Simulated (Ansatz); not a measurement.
# InP: energy over two strains, part 1 of 2

Aim: map the energy of InP (Fm-3m, No. 225; 2 atoms in the cell) over two coordinates, and find its wells, ridges and stiffness.

Program: Ansatz 0.2.0. Level of theory: DFT PBE, scalar-relativistic, plane waves, PAW. These are calculated values, not measurements.

## Step 1: The structure to begin with

The structure is cubic, space group Fm-3m (No. 225). The conventional cell has a = 5.540 Å, b = 5.540 Å, c = 5.540 Å, α = 90.00°, β = 90.00°, γ = 90.00°. In (site symmetry m-3m) is surrounded by 6 P at 2.77 Å. P (site symmetry m-3m) is surrounded by 6 In at 2.77 Å.

Coordinates:

```
CELL_PARAMETERS angstrom
0.00000 2.77016 2.77016
2.77016 0.00000 2.77016
2.77016 2.77016 0.00000
ATOMIC_POSITIONS crystal
In 0.00000 0.00000 0.00000
P 0.50000 0.50000 0.50000
```

It is the result of an earlier relaxation at this level (volume 21.26 Å³/atom; gap on the mesh: none (metal)).

## Step 2: Reference run

The input, input.yaml:

```yaml
crystal:
  lattice:
    - [0.0, 2.7701604146, 2.7701604146]
    - [2.7701604146, 0.0, 2.7701604146]
    - [2.7701604146, 2.7701604146, 0.0]
  atoms:
    - { symbol: In, position: [0.0, 0.0, 0.0] }
    - { symbol: P, position: [0.5, 0.5, 0.5] }
basis:
  ecutwfc: 420
kpoints:
  mp_grid: { grid: [18, 18, 18] }
hamiltonian:
  xc: pbe
scf:
  occupations: { method: gaussian, width: 0.15 }
output:
  forces: true
  stress: true
  eigenvalues: true
  write_density: true
  write_potential: true
  elf: true
  volumetric_format: npy
```

Launch:

```
> ansatz run input.yaml --threads 1 --pin off --max-ram 2048MiB --backend cpu --events-out ev --progress --plain --runs-dir out
```

The log of the run, shortened:

```text
Warning: RAYON_NUM_THREADS=1 ignored (pool sized by the plan → 1); use --threads N
[...]
Pseudopotentials: kind: paw
Pseudopotential: In, paw, valence charge 13, recommended cutoff 420 eV (normal), In.paw.azcp
Pseudopotential: P, paw, valence charge 5, recommended cutoff 420 eV (normal), P.paw.azcp
Functional definition: PBE
[...]
Crystal: 2 atoms, lattice volume = 42.515 Å³
Basis set: ecut = 420 eV, 869 PW (Γ), exchange–correlation on 54×54×54 points (8 copies of the dense FFT grid, shifted against one another)
Bands: 13, of which v1, the nominal top of the filled ones, is band 9 counted from 1 (8 counted from 0)
Symmetry: 48 space group operations
Space group: Fm-3m (ITA 225), of the structure as read, at distance tolerance 3.5e-5 Å
k-points: 195 of 5832
[...]
SCF iter   1: F=—  HF=-6353.525096 eV  |F-HF|=—  |Δ(HF+E_count)|=         —  Δρ=2.71e-3  dr2=6.58e-3  ethr=1.77e-3  ⟨swp⟩=5.7  Hψ=15455  notcnv=0
[...]
SCF iter   7: F=-6353.522335 eV  HF=-6353.522335 eV  |F-HF|=2.49e-9  |Δ(HF+E_count)|=   2.17e-8  Δρ=2.76e-6  dr2=4.05e-9  ethr=5.56e-10  ⟨swp⟩=10.9  Hψ=18780  notcnv=0
[...]
SCF converged after 7 iterations
Free energy (F): -6353.522335 eV
[...]
E sigma→0 (E₀):  -6353.515427 eV
Entropy (-TS):   -0.013816 eV (-6.908 meV/atom)
Fermi energy:    9.170394 eV
[...]
--- Forces (eV/Å), atoms counted from 1 ---
  atom   1  In    -0.00000000     0.00000000    -0.00000000
  atom   2  P      0.00000000     0.00000000     0.00000000
[...]
--- Stress (GPa, compression-positive) ---
        0.006381      -0.000000      -0.000000
        0.000000       0.006381      -0.000000
        0.000000      -0.000000       0.006381
  P = ⅓ Tr σ = 0.0064 GPa (0.064 kbar)
--- Band table (eV; the first three rows and the last of 195) ---
  k-point 0: bands = ["-5.0408", "-5.0408", "-5.0214", "-5.0214", "-5.0214", "-2.8315", "8.8879", "8.8879", "8.8879", "9.6844", "16.2512", "16.2512", "16.2512"]
[...]
```

It took 4.2 s on 1 thread of Intel Xeon 6975P-C (Granite Rapids), shared host; peak memory 0.46 GiB.

The maps below are laid out on this run's own conventional cell (a, b, c = 5.540, 5.540, 5.540 Å).

Density in a lattice plane of the grid's cell (edges 5.54 and 5.54 Å, at 0.000 of the third edge), which holds In and P.

Ten even steps from '0' (0.03 e/Å³) to '9' (13.07 e/Å³):
```
753100000000000000000135
321000000000000000000012
000000000000000000000000
000000000000000000000000
000000000000000000000000
000000000000000000000000
000000000000000000000000
000000000012321000000000
000000000135753100000000
000000000147974100000000
000000000135753100000000
000000000012321000000000
000000000000000000000000
000000000000000000000000
000000000000000000000000
000000000000000000000000
000000000000000000000000
321000000000000000000012
753100000000000000000135
974100000000000000000147
```
Columns run along the first of these edges and rows up along the second, over one cell in 24 and 20 even steps from the bottom left corner. Atoms in the plane (fractional): In at (0.00, 0.00), In at (0.50, 0.50), P at (0.00, 0.50), P at (0.50, 0.00).

ELF in the same plane.

Values, 12 rows by 12 columns:
```
0.05 0.17 0.22 0.41 0.79 0.67 0.31 0.68 0.79 0.41 0.22 0.17
0.24 0.22 0.19 0.24 0.57 0.79 0.84 0.79 0.57 0.24 0.19 0.22
0.46 0.41 0.24 0.12 0.24 0.41 0.46 0.41 0.24 0.12 0.24 0.41
0.84 0.79 0.57 0.24 0.19 0.22 0.24 0.22 0.19 0.24 0.57 0.79
0.31 0.67 0.79 0.41 0.22 0.17 0.05 0.17 0.22 0.41 0.79 0.68
0.03 0.31 0.84 0.46 0.24 0.05 0.00 0.05 0.24 0.46 0.84 0.31
0.31 0.68 0.79 0.41 0.22 0.17 0.05 0.17 0.22 0.41 0.79 0.67
0.84 0.79 0.57 0.24 0.19 0.22 0.24 0.22 0.19 0.24 0.57 0.79
0.46 0.41 0.24 0.12 0.24 0.41 0.46 0.41 0.24 0.12 0.24 0.41
0.24 0.22 0.19 0.24 0.57 0.79 0.84 0.79 0.57 0.24 0.19 0.22
0.05 0.17 0.22 0.41 0.79 0.68 0.31 0.67 0.79 0.41 0.22 0.17
0.00 0.05 0.24 0.46 0.84 0.31 0.03 0.31 0.84 0.46 0.24 0.05
```
Columns run along the first of these edges and rows up along the second, over one cell in 12 and 12 even steps from the bottom left corner. Atoms in the plane (fractional): In at (0.00, 0.00), In at (0.50, 0.50), P at (0.00, 0.50), P at (0.50, 0.00).

Both are smooth fields of the valence electrons: close to the nuclei they are not physical.

Maxima of ELF outside the ion cores: 0.85 in the shell around P, 0.8 Å from P.

## Step 3: Plan of the scan

The energy is mapped over two homogeneous strains (x along [1 0 0], y along [0 1 0], z along [0 0 1] of the conventional cell).

- strain +e along x and -e along y: 7 values from −4.00 to 4.00 %
- strain +e along z and -e/2 along x and y: 7 values from −4.00 to 4.00 %

Nothing else is relaxed (symmetry fixes all fractional coordinates). Energies count from the relaxed crystal. Points are written as (first, second).

Of the runs on the grid, 7 are shown in the steps below; the others differ only in the two coordinates.

## Step 4: Grid point (−4.00 %, 1.33 %)

input.yaml: that of step 2 with these lines changed.

```diff
@@ -2,5 +2,5 @@
   lattice:
-    - [0.0, 2.7701604146, 2.7701604146]
-    - [2.7701604146, 0.0, 2.7701604146]
-    - [2.7701604146, 2.7701604146, 0.0]
+    - [0.0, 2.8625452644, 2.8070035481]
+    - [2.6409324313, 0.0, 2.8070035481]
+    - [2.6409324313, 2.8625452644, 0.0]
   atoms:
```

Launch:

```
> ansatz run input.yaml --threads 1 --pin off --max-ram 2048MiB --backend cpu --events-out ev --progress --plain --runs-dir out
```

The log of the run, shortened:

```text
Warning: RAYON_NUM_THREADS=1 ignored (pool sized by the plan → 1); use --threads N
[...]
[... 4 set-up lines as earlier in the session ...]
[...]
Crystal: 2 atoms, lattice volume = 42.441 Å³
Basis set: ecut = 420 eV, 825 PW (Γ), exchange–correlation on 54×54×54 points (8 copies of the dense FFT grid, shifted against one another)
Bands: 13, of which v1, the nominal top of the filled ones, is band 9 counted from 1 (8 counted from 0)
Symmetry: 8 space group operations
Space group: Fmmm (ITA 69), of the structure as read, at distance tolerance 3.5e-5 Å
k-points: 865 of 5832
[...]
SCF iter   1: F=—  HF=-6353.470335 eV  |F-HF|=—  |Δ(HF+E_count)|=         —  Δρ=2.68e-3  dr2=6.28e-3  ethr=1.77e-3  ⟨swp⟩=5.7  Hψ=69433  notcnv=0
[...]
SCF iter   7: F=-6353.467603 eV  HF=-6353.467603 eV  |F-HF|=3.62e-9  |Δ(HF+E_count)|=   3.21e-8  Δρ=3.46e-6  dr2=5.56e-9  ethr=5.56e-10  ⟨swp⟩=10.6  Hψ=83854  notcnv=0
[...]
SCF converged after 7 iterations
Free energy (F): -6353.467603 eV
[...]
E sigma→0 (E₀):  -6353.460730 eV
Entropy (-TS):   -0.013747 eV (-6.874 meV/atom)
Fermi energy:    9.197992 eV
[...]
--- Forces (eV/Å), atoms counted from 1 ---
  atom   1  In     0.00000000    -0.00000000    -0.00000000
  atom   2  P      0.00000000     0.00000000     0.00000000
[...]
--- Stress (GPa, compression-positive) ---
        6.718013      -0.000000      -0.000000
       -0.000000      -2.703134      -0.000000
       -0.000000      -0.000000      -1.248071
  P = ⅓ Tr σ = 0.9223 GPa (9.223 kbar)
--- Band table (eV; the first three rows and the last of 865) ---
  k-point 0: bands = ["-5.0833", "-5.0407", "-5.0332", "-5.0296", "-4.9939", "-2.8165", "8.4400", "9.0509", "9.2031", "9.7717", "16.0741", "16.2210", "16.6391"]
[...]
```

Run time: 18 s. Hardware: 1 thread of Intel Xeon 6975P-C (Granite Rapids), shared host; peak memory 0.72 GiB.

The maps below are laid out on this run's own conventional cell (a, b, c = 5.282, 5.614, 5.725 Å).

Density in a lattice plane of the grid's cell (edges 5.28 and 5.73 Å, at 0.000 of the third edge), which holds In and P.

Ten even steps from '0' (0.03 e/Å³) to '9' (13.07 e/Å³):
```
7531000000000000000135
2210000000000000000012
0000000000000000000000
0000000000000000000000
0000000000000000000000
0000000000000000000000
0000000000000000000000
0000000001222100000000
0000000013575310000000
0000000014797410000000
0000000013575310000000
0000000001222100000000
0000000000000000000000
0000000000000000000000
0000000000000000000000
0000000000000000000000
0000000000000000000000
2210000000000000000012
7531000000000000000135
9741000000000000000147
```
Columns run along the first of these edges and rows up along the second, over one cell in 22 and 20 even steps from the bottom left corner. Atoms in the plane (fractional): In at (0.00, 0.00), In at (0.50, 0.50), P at (0.00, 0.50), P at (0.50, 0.00).

ELF in the same plane.

Ten even steps from ' ' (0.00) to '@' (0.85):
```
    ..::::--##@@@@**..  ..**@@@@##--::::..  
....::::::--**%%@@@@%%##%%@@@@%%**--::::::..
::::::::::::==**%%@@@@@@@@@@%%**==::::::::::
::::::::::..::==**##%%@@%%##**==::..::::::::
++++==--::....::--==++++++==--::....::--==++
@@%%##**==::..::::::::::::::::::..::==**##%%
@@@@@@%%**==::::::::::::::::::::::==**%%@@@@
##%%@@@@%%**--::::::......::::::--**%%@@@@%%
  ..**@@@@##--::::..      ..::::--##@@@@**..
    ==@@@@##--::::          ::::--##@@@@==  
  ..**@@@@##--::::..      ..::::--##@@@@**..
##%%@@@@%%**--::::::......::::::--**%%@@@@%%
@@@@@@%%**==::::::::::::::::::::::==**%%@@@@
@@%%##**==::..::::::::::::::::::..::==**##%%
++++==--::....::--==++++++==--::....::--==++
::::::::::..::==**##%%@@%%##**==::..::::::::
::::::::::::==**%%@@@@@@@@@@%%**==::::::::::
....::::::--**%%@@@@%%##%%@@@@%%**--::::::..
    ..::::--##@@@@**..  ..**@@@@##--::::..  
      ::::--##@@@@==      ==@@@@##--::::    
```
Columns run along the first of these edges and rows up along the second, over one cell in 22 and 20 even steps from the bottom left corner. Atoms in the plane (fractional): In at (0.00, 0.00), In at (0.50, 0.50), P at (0.00, 0.50), P at (0.50, 0.00).

Both are smooth fields of the valence electrons: close to the nuclei they are not physical.

Maxima of ELF outside the ion cores: 0.85 in the shell around P, 1.0 Å from P.

Energy on the map's scale: 27.4 meV/atom.

## Step 5: Grid point (−4.00 %, 4.00 %)

The input, input.yaml:

```yaml
crystal:
  lattice:
    - [0.0, 2.8255636229, 2.8809668312]
    - [2.6039507897, 0.0, 2.8809668312]
    - [2.6039507897, 2.8255636229, 0.0]
  atoms:
    - { symbol: In, position: [0.0, 0.0, 0.0] }
    - { symbol: P, position: [0.5, 0.5, 0.5] }
basis:
  ecutwfc: 420
kpoints:
  mp_grid: { grid: [18, 18, 18] }
hamiltonian:
  xc: pbe
scf:
  occupations: { method: gaussian, width: 0.15 }
output:
  forces: true
  stress: true
  eigenvalues: true
```

Launch:

```
> ansatz run input.yaml --threads 1 --pin off --max-ram 2048MiB --backend cpu --events-out ev --progress --plain --runs-dir out
```

The log of the run, shortened:

```text
[...]
SCF converged after 7 iterations
Free energy (F): -6353.430052 eV
[...]
E sigma→0 (E₀):  -6353.423319 eV
Entropy (-TS):   -0.013467 eV (-6.733 meV/atom)
Fermi energy:    9.213816 eV
[...]
--- Forces (eV/Å), atoms counted from 1 ---
  atom   1  In     0.00000000     0.00000000     0.00000000
  atom   2  P      0.00000000     0.00000000    -0.00000000
[...]
--- Stress (GPa, compression-positive) ---
        9.425854       0.000000      -0.000000
        0.000000      -1.747803      -0.000000
       -0.000000      -0.000000      -3.085961
  P = ⅓ Tr σ = 1.5307 GPa (15.307 kbar)
--- Band table (eV; the first three rows and the last of 865) ---
  k-point 0: bands = ["-5.1096", "-5.0444", "-5.0334", "-5.0298", "-4.9850", "-2.8060", "8.3091", "9.1321", "9.2717", "9.8268", "16.0668", "16.2137", "16.5621"]
[...]
```

Wall time 14 s (1 thread of Intel Xeon 6975P-C (Granite Rapids), shared host); peak memory 0.74 GiB.

Energy on the map's scale: 46.1 meV/atom.

(Continued in part 2 of 2.)
